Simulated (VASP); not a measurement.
Wanted: the native input for a VASP 6.6.1 run.

| Item | Value |
| --- | --- |
| Task | relaxation of cell and atoms |
| Functional | optB88-vdW |
| Potentials or basis | VASP PAW PBE potentials, release 64 (W_sv) |
| Cutoff | 600 eV |
| k mesh | 12 × 12 × 12 |
| Occupations | fermi-dirac, width 0.05 eV |
| Spin | no spin polarisation |
| Further INCAR settings | ALGO = Normal; EDIFF = 1e-07; IBRION = 2; EDIFFG = -0.01; NSW = 60; ISIF = 3 |

The structure of W lies in POSCAR:

```
W
1.0
   -1.5823450000      1.5823450000      1.5823450000
    1.5823450000     -1.5823450000      1.5823450000
    1.5823450000      1.5823450000     -1.5823450000
W
1
Direct
    0.0000000000      0.0000000000      0.0000000000
```

One way to write it, as run:

INCAR

```
  PREC = Accurate
  ENCUT = 600
  EDIFF = 1E-7
  ISMEAR = -1
  SIGMA = 0.05
  LREAL = False
  LASPH = True
  NELM = 100
  ALGO = Normal
  ISIF = 3
  LWAVE = False
  LCHARG = False
  GGA = BO
  LUSE_VDW = True
  AGGAC = 0.0
  PARAM1 = 0.1833333333
  PARAM2 = 0.22
  IBRION = 2
  NSW = 60
  EDIFFG = -0.01
```

KPOINTS

```
Automatic mesh
0
Gamma
  12 12 12
```

Potentials or basis: VASP PAW PBE potentials, release 64 (W_sv).

Run with:

```bash
$ cat potpaw_PBE.64/W_sv/POTCAR > POTCAR
$ mpirun -np 1 vasp_std > vasp.out
```

It gave:

The relaxed volume is 16.15 Å³/atom. The relaxed cell is a = 2.758 Å, b = 2.758 Å, c = 2.758 Å, α = 109.47°, β = 109.47°, γ = 109.47° and the space group after relaxing (to 0.05 Å) is Im-3m (No. 229). The energy gained by relaxing is 5.6 meV/atom. The ionic steps are 4. The pressure after relaxing is 0.0 GPa and the band gap on the k mesh is none (metal or under the smearing width).

Caveat: the PAW data sets were made with another functional, which shifts forces and pressure a little.

Run time: 60 s on 1 thread of AMD EPYC 9R45 (Zen 5), with other jobs on the host, peak memory 0.24 GiB.
